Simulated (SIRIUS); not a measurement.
Runs of SIRIUS 7.12.0 on AlNi. The structure is cubic, space group Pm-3m (No. 221). Conventional cell: a = 2.881 Å, b = 2.881 Å, c = 2.881 Å, α = 90.00°, β = 90.00°, γ = 90.00°. Ni (site symmetry m-3m) is surrounded by 8 Al at 2.50 Å. Al (site symmetry m-3m) has 8 Ni at 2.50 Å as nearest neighbours. 

```csv
level,libxc names,gap on the mesh (eV),pressure (GPa),moment (μB)
RPBE,"["XC_GGA_X_RPBE", "XC_GGA_C_PBE"]",none,5.3,(c)
HCTH407,["XC_GGA_XC_HCTH_407"],none,-4.2,0.30
B86bPBE,"["XC_GGA_X_B86_MGC", "XC_GGA_C_PBE"]",none,3.5,-
PBE,"["XC_GGA_X_PBE", "XC_GGA_C_PBE"]",none,2.6,-
revPBE,"["XC_GGA_X_PBE_R", "XC_GGA_C_PBE"]",none,(b),(a)
```

Alike in all rows: task single point; potentials or basis PseudoDojo 0.4.1 PBE standard (scalar relativistic); spin collinear, ferromagnetic start; cell as given; k mesh 5 × 5 × 5; cutoff (eV) 1333; smearing fermi-dirac 0.05 eV; the mesh is coarse, so values aren't converged.

Question: Fill in the values left out.

Answer: (a) 0.18; (b) 4.5; (c) 0.20.

Caveats: all runs use coarse meshes; the potentials were made for another functional, which shifts forces and pressure (some runs); a moment of about a tenth of a μB was left, which can be a remnant of the start and isn't listed (some runs).

A k mesh can miss the band edges.

A gap of «none» marks a metal or a gap under the smearing width.

Not every run made on this cell is shown here.
